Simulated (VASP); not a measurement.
The system is AlN.

```
CELL_PARAMETERS angstrom
0.00000 2.03452 2.03452
2.03452 0.00000 2.03452
2.03452 2.03452 0.00000
ATOMIC_POSITIONS crystal
Al 0.50000 0.50000 0.50000
N 0.00000 0.00000 0.00000
```

Measurements of this composition are mostly on another form, of space group No. 186.

```yaml
Program: VASP 6.6.1
Task: relaxation of cell and atoms
Functional: revPBE
Dispersion: D4
Potentials_or_basis: VASP PAW PBE potentials, release 64 (Al, N)
Cutoff: 600 eV
k_mesh: 11 × 11 × 11
Occupations: fermi-dirac, width 0.05 eV
Spin: no spin polarisation
```

At the start: pressure -10.9 GPa; volume 8.42 Å³/atom.

Problem. How do energy, volume and symmetry change on relaxing?

Solution. Over 3 steps the energy falls by 12.8 meV/atom and the volume is 8.06 Å³/atom (-4.3 %); space group Fm-3m (No. 225, to 0.05 Å).

Step by step:
| step | energy change (eV) | largest force (eV/Å) | pressure (GPa) | volume (Å³) |
| --- | --- | --- | --- | --- |
| 1 | 0.0000 | 0.0000 | -10.93 | 16.84 |
| 2 | -0.0025 | 0.0000 | 11.98 | 15.48 |
| 3 | -0.0256 | 0.0000 | -0.06 | 16.12 |

Final structure:
```yaml
crystal:
  lattice:
    - [0.00000, 2.00518, 2.00518]
    - [2.00518, 0.00000, 2.00518]
    - [2.00518, 2.00518, 0.00000]
  atoms:
    - { symbol: Al, position: [0.50000, 0.50000, 0.50000] }
    - { symbol: N, position: [0.00000, 0.00000, 0.00000] }
```

Caveat: the PAW data sets were made with another functional, which shifts forces and pressure a little.
